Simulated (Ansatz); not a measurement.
# TePb: the cost of one run

Method: DFT PBEsol, scalar-relativistic, plane waves, PAW, in Ansatz 0.2.0.

## Step 1: The structure to begin with

Symmetry: Pm-3m, No. 221, cubic system. Conventional cell: a = 4.002 Å, b = 4.002 Å, c = 4.002 Å, α = 90.00°, β = 90.00°, γ = 90.00°. Te (site symmetry m-3m) has 8 Pb at 3.47 Å as nearest neighbours. Pb (site symmetry m-3m) has 8 Te at 3.47 Å as nearest neighbours.

Structure file:

```
CELL_PARAMETERS angstrom
4.00229 0.00000 0.00000
0.00000 4.00229 0.00000
0.00000 0.00000 4.00229
ATOMIC_POSITIONS crystal
Te 0.50000 0.50000 0.50000
Pb 0.00000 0.00000 0.00000
```

The structure comes from the Materials Project (structure only).

## Step 2: A change within the space group

What differs from the listed cell: strain xx, yy, zz, yz, xz, xy = +0.5, +0.5, +0.5, +0.0, +0.0, +0.0 %.

input.yaml reads:

```yaml
crystal:
  lattice:
    - [4.0234590982, 0.0, 0.0]
    - [0.0, 4.0234590982, 0.0]
    - [0.0, 0.0, 4.0234590982]
  atoms:
    - { symbol: Te, position: [0.5, 0.5, 0.5] }
    - { symbol: Pb, position: [0.0, 0.0, 0.0] }
basis:
  ecutwfc: 420
kpoints:
  mp_grid: { grid: [10, 10, 10] }
hamiltonian:
  xc: pbesol
scf:
  occupations: { method: gaussian, width: 0.1 }
output:
  forces: true
  stress: true
  eigenvalues: true
```

Command:

```bash
> ansatz run input.yaml --threads 1 --pin off --max-ram 1331MiB --backend cpu --events-out ev --progress --plain --runs-dir out
```

**Question.** How long does this run take on 1 thread of an x86-64 CPU, shared host, and how much memory does it need?

About 7.3 s, with a peak of 0.38 GiB.
